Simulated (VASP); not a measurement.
These are r2SCAN meta-GGA, VASP's PBE PAW potentials (set 64) (plane waves; VASP 6.6.1) values and carry that method's errors.

A VASP calculation is set up with these files.

### INCAR
```
! general
SYSTEM   =  InN
PREC     =  Accurate
ENCUT    =  520   ! plane-wave cut-off (eV)
LREAL    =  .FALSE.
LASPH    =  .TRUE.

! electronic loop
EDIFF    =  1E-7
NELM     =  100   ! most electronic steps
ALGO     =  Normal   ! blocked Davidson
LMAXMIX  =  4   ! l cut-off of mixed one-centre charges
LMIXTAU  =  .TRUE.

! smearing
ISMEAR   =  1   ! Methfessel-Paxton
SIGMA    =  0.1   ! width (eV)

! functional
METAGGA  =  R2SCAN

! ions
ISIF     =  2

! output
LWAVE    =  .FALSE.
LCHARG   =  .FALSE.
```

**POSCAR**
```
InN
2.4768160
  0.0000000000   0.9999998265   0.9999998265
  0.9999998265   0.0000000000   0.9999998265
  0.9999998265   0.9999998265   0.0000000000
In N
1 1
Cartesian
  0.0000000000   0.0000000000   0.0000000000
  0.4999999133   0.4999999133   0.4999999133
```

File KPOINTS:
```
Automatic mesh
0
Gamma
13 13 13
0 0 0
```

POTCAR, in this order: In_d N (PBE.64 set). Program: vasp_std.

The resulting files:

### OSZICAR
```
       N       E                     dE             d eps       ncg     rms          rms(c)
DAV:   1     0.110944431735E+03    0.11094E+03   -0.95072E+03  2199   0.189E+03
DAV:   2    -0.261976944196E+02   -0.13714E+03   -0.13091E+03  2314   0.390E+02
DAV:   3    -0.379227806874E+02   -0.11725E+02   -0.11572E+02  2704   0.116E+02
DAV:   4    -0.382153406688E+02   -0.29256E+00   -0.29229E+00  2425   0.201E+01
DAV:   5    -0.382279726528E+02   -0.12632E-01   -0.12631E-01  3087   0.388E+00    0.115E+01
DAV:   6    -0.316422941455E+02    0.65857E+01   -0.69777E+00  3271   0.731E+01    0.593E+00
DAV:   7    -0.318661129483E+02   -0.22382E+00   -0.82963E-01  2579   0.163E+01    0.348E+00
DAV:   8    -0.319130439581E+02   -0.46931E-01   -0.39111E-01  2704   0.937E+00    0.160E+00
DAV:   9    -0.318116327624E+02    0.10141E+00   -0.16266E-01  2209   0.680E+00    0.456E-01
DAV:  10    -0.319014536087E+02   -0.89821E-01   -0.59882E-02  2184   0.298E+00    0.322E-01
DAV:  11    -0.318974597658E+02    0.39938E-02   -0.42728E-03  2359   0.694E-01    0.173E-01
DAV:  12    -0.319011244490E+02   -0.36647E-02   -0.37277E-03  2429   0.142E+00    0.167E-01
DAV:  13    -0.319014955564E+02   -0.37111E-03   -0.72934E-04  2509   0.708E-01    0.388E-02
DAV:  14    -0.319017561263E+02   -0.26057E-03   -0.14122E-04  2242   0.175E-01    0.223E-02
DAV:  15    -0.319018338505E+02   -0.77724E-04   -0.29700E-05  2234   0.106E-01    0.164E-02
DAV:  16    -0.319018546378E+02   -0.20787E-04   -0.39717E-06  2871   0.251E-02    0.118E-02
DAV:  17    -0.319018672128E+02   -0.12575E-04   -0.18624E-06  2264   0.192E-02    0.794E-03
DAV:  18    -0.319018864878E+02   -0.19275E-04   -0.93159E-06  2209   0.548E-02    0.281E-03
DAV:  19    -0.319018869957E+02   -0.50797E-06   -0.33698E-07  2469   0.778E-03    0.180E-03
DAV:  20    -0.319018870132E+02   -0.17486E-07   -0.11404E-08  1217   0.130E-03
   1 F= -.31901887E+02 E0= -.31901917E+02  d E =0.911295E-04
```

**OUTCAR**
```
------------------------ aborting loop because EDIFF is reached ----------------------------------------
  FORCE on cell =-STRESS in cart. coord.  units (eV):
  Direction    XX          YY          ZZ          XY          YZ          ZX
  --------------------------------------------------------------------------------------
  Total        0.8595893      0.8595893      0.8595893     -0.0000000     -0.0000000      0.0000000
  in kB       45.3200684     45.3200684     45.3200684     -0.0000000     -0.0000000      0.0000000
  external PRESSURE =      45.3200684 kB  Pullay stress =       0.0000000 kB
  volume of cell :       30.39
      direct lattice vectors                 reciprocal lattice vectors
     0.000000000  2.476815570  2.476815570    -0.201872116  0.201872116  0.201872116
     2.476815570  0.000000000  2.476815570     0.201872116 -0.201872116  0.201872116
     2.476815570  2.476815570  0.000000000     0.201872116  0.201872116 -0.201872116
 POSITION                                       TOTAL-FORCE (eV/Angst)
 -----------------------------------------------------------------------------------
      0.00000      0.00000      0.00000         0.000000      0.000000      0.000000
      1.23841      1.23841      1.23841        -0.000000     -0.000000     -0.000000
 -----------------------------------------------------------------------------------
    total drift:                               -0.000004     -0.000004     -0.000003
  FREE ENERGIE OF THE ION-ELECTRON SYSTEM (eV)
  ---------------------------------------------------
  free  energy   TOTEN  =       -31.9018870132 eV

  energy  without entropy=      -31.9019781427  energy(sigma->0) =      -31.90191739
```
(Selected blocks of OUTCAR.)

**OUTCAR**
```
 val. band max:        6.5723015773   @ k =   0.0000   0.0000   0.0000

 cond. band min:       7.4407956837   @ k =   0.0769   0.0000   0.0000


 Fermi energy:         6.5909540585

 k-point     1 :       0.0000    0.0000    0.0000
  band No.  band energies     occupation
      1      -8.9696      2.00000
      2      -7.3025      2.00000
      3      -7.3025      2.00000
      4      -7.3025      2.00000
      5      -6.8561      2.00000
      6      -6.8561      2.00000
      7       6.5359      1.79297
      8       6.5723      1.30975
      9       6.5723      1.30973
     10       6.5723      1.30969
     11      16.8087      0.00000
     12      16.8087      0.00000
     13      16.8087      0.00000

 k-point     2 :       0.0769    0.0000    0.0000
  band No.  band energies     occupation
      1      -8.9647      2.00000
      2      -7.2907      2.00000
      3      -7.2907      2.00000
      4      -7.2354      2.00000
      5      -6.8570      2.00000
      6      -6.8570      2.00000
      7       5.5800      2.00000
      8       6.5158      1.95322
      9       6.5158      1.95321
     10       7.4408     -0.00000
     11      16.3727      0.00000
     12      16.8843      0.00000
     13      16.8844      0.00000

 k-point     3 :       0.1538    0.0000    0.0000
  band No.  band energies     occupation
      1      -8.9605      2.00000
      2      -7.2602      2.00000
      3      -7.2602      2.00000
      4      -7.0256      2.00000
      5      -6.8571      2.00000
      6      -6.8571      2.00000
      7       4.5036      2.00000
      8       6.3627      2.00579
      9       6.3627      2.00579
     10       8.2591     -0.00000
     11      15.4927      0.00000
     12      17.0406      0.00000
     13      17.0406      0.00000

 k-point     4 :       0.2308    0.0000    0.0000
  band No.  band energies     occupation
      1      -8.9732      2.00000
      2      -7.2239      2.00000
      3      -7.2239      2.00000
...
```

Unless said otherwise, spin-orbit coupling is left out, though it shifts the bands of the heavy elements here.

The compound is InN in the zinc blende structure, a metastable form; wurtzite is the usual one. This cell is one point of a volume scan, at 0.97 of the reference volume.
